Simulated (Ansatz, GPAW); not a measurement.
KI: PBE in single-zeta orbitals, run from Python

These are simulated results from GPAW 26.7.0, not measurements. The cell was built from a prototype and was relaxed with r2SCAN in plane waves (Ansatz 0.2.0). Not every such cell is a known phase. All runs are without spin polarisation.

It is cubic, F-43m (No. 216); conventional cell a = 7.932 Å, 62.38 Å³ an atom. K is surrounded by 4 I at 3.43 Å; I is surrounded by 4 K at 3.43 Å.

The basis is minimal: single zeta, one radial function for each shell that the log's basis lists. It describes the filled bands fairly and the empty ones poorly.

Input script:

```python
import json
from ase import Atoms
from gpaw import GPAW, PW, FermiDirac

atoms = Atoms(['K', 'I'],
              cell=[[0.0, 3.965894, 3.965894], [3.965894, -0.0, 3.965894], [3.965894, 3.965894, 0.0]],
              scaled_positions=[[0.0, -0.0, -0.0], [0.25, 0.25, 0.25]],
              pbc=True)
calc = GPAW(mode='lcao', basis='sz(dzp)', h=0.2, xc='PBE', kpts={'size': (4, 4, 4), 'gamma': True},
            occupations=FermiDirac(0.02), maxiter=100, legacy_gpaw=True, txt='gpaw.txt')
atoms.calc = calc
res = {'energy': atoms.get_potential_energy(force_consistent=True)}
res['electrons'] = calc.get_number_of_electrons()
res['k'] = calc.get_ibz_k_points().tolist()
res['levels'] = [calc.get_eigenvalues(kpt=i).tolist() for i in range(len(res['k']))]
points = [[0.0, 0.0, 0.0], [-0.5, -0.5, 0.0], [-0.375, -0.375, 0.25], [-0.375, 0.0, 0.375], [0.0, 0.0, 0.5], [-0.5, -0.25, 0.25], [0.0, 0.145833, -0.145833]]
bands = calc.fixed_density(kpts=points, symmetry='off', txt='bands.txt')
res['points'] = [bands.get_eigenvalues(kpt=i).tolist() for i in range(len(points))]
json.dump(res, open('results.json', 'w'))
print('free energy (eV):', round(res['energy'], 5))
```

Command: `python run.py`. It took 6.6 s on 1 thread of Arm Neoverse V2 (shared host), peak memory 0.17 GiB.

The log gpaw.txt, trimmed of paths, versions and times, then the last line on the terminal. An iter line gives the energy in eV and the logarithms of the changes of orbitals (plane waves alone) and density (c: converged):

```
___ ___ ___ _ _ _
 |   |   |_  | | | |

 | | | | | . | | | |

 |__ |  _|___|_____|  26.7.0
 |___|_|

Input parameters:
  basis: sz(dzp)
  h: 0.2
  kpts: {gamma: True,
         size: (4, 4, 4)}
  maxiter: 100
  mode: lcao
  occupations: {fixmagmom: False,
                name: fermi-dirac,
                width: 0.02}
  xc: PBE

System changes: positions, numbers, cell, pbc, initial_charges, initial_magmoms

Initialize ...

species:
  K:
    name:    Potassium
    Z:       19.0
    valence: 9
    core:    10
    charge:  0.0  # [|e|]
    compensation charges:
      type: gauss
      rc: 0.35  # [Å]
      lmax: 2
    cutoffs:
      filter: 1.91  # [Å]
      core: 1.27  # [Å]
    projectors
    | kind |    occ | energy [eV] | rcut [Å] |

    |------|--------|-------------|----------|

    |   3s |  2.000 |     -35.338 |    1.122 |

    |   4s |  1.000 |      -2.319 |    1.122 |

    |   3p |  6.000 |     -18.813 |    1.106 |

    |    p |        |       8.398 |    1.106 |

    |    d |        |       0.000 |    0.937 |

    LCAO basis set for K:
      Name: sz(dzp)
      Number of radial functions: 4
      Number of spherical harmonics: 8
        l=0, rc=4.2656 Bohr: 3s-sz confined orbital
        l=0, rc=13.1094 Bohr: 4s-sz confined orbital
        l=1, rc=5.0312 Bohr: 3p-sz confined orbital
        l=1, rc=16.0000 Bohr: 4p-sz confined orbital
      Number of RI-basis functions 0

  I:
    name:    Iodine
    Z:       53.0
    valence: 7
    core:    46
    charge:  0.0  # [|e|]
    compensation charges:
      type: gauss
      rc: 0.37  # [Å]
      lmax: 2
    cutoffs:
      filter: 2.06  # [Å]
      core: 2.90  # [Å]
    projectors
    | kind |    occ | energy [eV] | rcut [Å] |

    |------|--------|-------------|----------|

    |   5s |  2.000 |     -17.382 |    1.164 |

    |   5p |  5.000 |      -7.088 |    1.164 |

    |    s |        |       9.829 |    1.164 |

    |    p |        |      20.123 |    1.164 |

    |    d |        |       0.000 |    1.164 |

    LCAO basis set for I:
      Name: sz(dzp)
      Number of radial functions: 2
      Number of spherical harmonics: 4
        l=0, rc=5.8750 Bohr: 5s-sz confined orbital
        l=1, rc=7.5156 Bohr: 5p-sz confined orbital
      Number of RI-basis functions 0

Reference energy: -209923.048885  # eV

Spin-paired calculation

Convergence criteria:
 Maximum [total energy] change in last 3 cyles: 0.0005 eV / valence electron
 Maximum integral of absolute [dens]ity change: 0.0001 electrons / valence electron
 Maximum integral of absolute [eigenst]ate change: 4e-08 eV^2 / valence electron
 Maximum number of scf [iter]ations: 100
 (Square brackets indicate name in SCF output, whereas a 'c' in
 the SCF output indicates the quantity has converged.)

Symmetries present (total): 24

  ( 1  0  0)  ( 1  0  0)  ( 1  0 -1)  ( 1  0 -1)  ( 1 -1  0)  ( 1 -1  0)
  ( 0  1  0)  ( 0  0  1)  ( 0  1 -1)  ( 0  0 -1)  ( 0 -1  1)  ( 0 -1  0)
  ( 0  0  1)  ( 0  1  0)  ( 0  0 -1)  ( 0  1 -1)  ( 0 -1  0)  ( 0 -1  1)

  ( 0  1  0)  ( 0  1  0)  ( 0  1 -1)  ( 0  1 -1)  ( 0  0  1)  ( 0  0  1)
  ( 1  0  0)  ( 0  0  1)  ( 1  0 -1)  ( 0  0 -1)  ( 1  0  0)  ( 0  1  0)
  ( 0  0  1)  ( 1  0  0)  ( 0  0 -1)  ( 1  0 -1)  ( 0  1  0)  ( 1  0  0)

  ( 0  0 -1)  ( 0  0 -1)  ( 0 -1  1)  ( 0 -1  1)  ( 0 -1  0)  ( 0 -1  0)
  ( 1  0 -1)  ( 0  1 -1)  ( 1 -1  0)  ( 0 -1  0)  ( 1 -1  0)  ( 0 -1  1)
  ( 0  1 -1)  ( 1  0 -1)  ( 0 -1  0)  ( 1 -1  0)  ( 0 -1  1)  ( 1 -1  0)

  (-1  1  0)  (-1  1  0)  (-1  0  1)  (-1  0  1)  (-1  0  0)  (-1  0  0)
  (-1  0  1)  (-1  0  0)  (-1  1  0)  (-1  0  0)  (-1  1  0)  (-1  0  1)
  (-1  0  0)  (-1  0  1)  (-1  0  0)  (-1  1  0)  (-1  0  1)  (-1  1  0)

64 k-points: 4 x 4 x 4 Monkhorst-Pack grid + [1/8,1/8,1/8]
8 k-points in the irreducible part of the Brillouin zone
       k-points in crystal coordinates                weights
   0:     0.00000000    0.00000000    0.00000000          1/64
   1:     0.25000000    0.25000000    0.00000000          6/64
   2:     0.25000000    0.25000000    0.25000000          8/64
   3:     0.50000000    0.25000000   -0.25000000          6/64
   4:     0.50000000    0.25000000    0.25000000         12/64
   5:     0.50000000    0.50000000    0.00000000          3/64
   6:     0.50000000    0.50000000    0.25000000         24/64
   7:     0.50000000    0.50000000    0.50000000          4/64

Wave functions: LCAO
  Diagonalizer: Serial LAPACK
  Atomic Correction: dense with blas
  Data-type: complex

Occupation numbers: Fermi-Dirac:
  width: 0.0200  # eV

Eigensolver
   LCAO using direct dense diagonalizer

Densities:
  Coarse grid: 24*24*24 grid
  Fine grid: 48*48*48 grid
  Total Charge: 0.000000

Density mixing:
  Method: separate
  Backend: msr1
  Linear mixing parameter: 0.05
  old densities: 10
  Width of damping distribution: 1.1
  Damping of long wavelength oscillations: 20

Hamiltonian:
  XC and Coulomb potentials evaluated on a 48*48*48 grid
  Using the PBE Exchange-Correlation functional
  Interpolation: tri-quintic (5. degree polynomial)
  Poisson solver: FastPoissonSolver using
    Stencil: 12*3+1=37 point O(h^6) finite-difference Laplacian
    FFT axes: [np.int64(0), np.int64(1), np.int64(2)]
    FST axes: []

XC parameters: PBE with 2 nearest neighbor stencil

Memory estimate:
  Process memory now: 118.53 MiB
  Calculator: 21.98 MiB
    Density: 11.04 MiB
      Arrays: 2.74 MiB
      Localized functions: 6.19 MiB
      Mixer: 2.11 MiB
    Hamiltonian: 2.24 MiB
      Arrays: 1.79 MiB
      XC: 0.00 MiB
      Poisson: 0.00 MiB
      vbar: 0.44 MiB
    Wavefunctions: 8.70 MiB
      C [qnM]: 0.01 MiB
      S, T [2 x qmm]: 0.04 MiB
      P [aqMi]: 0.00 MiB
      BasisFunctions: 8.65 MiB
      Eigensolver: 0.00 MiB

Total number of cores used: 1

Number of atoms: 2
Number of atomic orbitals: 12
Number of bands in calculation: 9
Number of valence electrons: 16
Bands to converge: occupied
Positions:
   0 K      0.000000    0.000000    0.000000    ( 0.0000,  0.0000,  0.0000)
   1 I      1.982947    1.982947    1.982947    ( 0.0000,  0.0000,  0.0000)

Unit cell:
           periodic     x           y           z      points  spacing
  1. axis:    yes    0.000000    3.965894    3.965894    24     0.1908
  2. axis:    yes    3.965894   -0.000000    3.965894    24     0.1908
  3. axis:    yes    3.965894    3.965894    0.000000    24     0.1908

  Lengths:   5.608621   5.608621   5.608621
  Angles:   60.000000  60.000000  60.000000

Effective grid spacing dv^(1/3) = 0.2082

iter:   1    -4.738039        c
iter:   2    -4.729432        c -1.37
iter:   3    -4.697278        c -1.39
iter:   4    -4.698047        c -2.16
iter:   5    -4.698138c       c -2.52
iter:   6    -4.698132c       c -3.69
iter:   7    -4.698131c       c -4.09c

Converged after 7 iterations.

Energy contributions relative to reference atoms: (reference = -209923.048885)

Kinetic:        +19.524912
Potential:      -18.081597
External:        +0.000000
XC:              -6.230489
Entropy (-ST):   -0.000000
Local:           +0.089044
SIC:             +0.000000
--------------------------
Free energy:     -4.698131
Extrapolated:    -4.698131

Showing only first 2 kpts
 Kpt  Band  Eigenvalues  Occupancy
  0     6     -1.16386    2.00000
  0     7     -1.16309    2.00000
  0     8      2.38887    0.00000

  1     6     -1.26944    2.00000
  1     7     -1.26893    2.00000
  1     8      3.50723    0.00000

Fermi level: 0.18018

Gap: 3.552 eV
Transition (v -> c):
  (s=0, k=0, n=7, [0.00, 0.00, 0.00]) -> (s=0, k=0, n=8, [0.00, 0.00, 0.00])
No difference between direct/indirect transitions

free energy (eV): -4.69813
```

The gap in the log is over the mesh alone; results.json adds the listed points. PBE in single-zeta orbitals gives a gap of 3.55 eV. On the same cell, plane-wave PBE (Ansatz, 6×6×6 k points and the special points) gives a gap of 3.93 eV and r2SCAN a gap of 4.47 eV; on shared hosts these took about 4.1 and 9.6 core-seconds on the 2-atom cell, against 6.6 for the script. Spin-orbit coupling, left out in all these runs, can cut or reorder the gap by tenths of an eV, up to about 1 eV with Pb or Bi.

Spin-orbit coupling is left out, which matters wherever the heavy atoms make up the band edges.
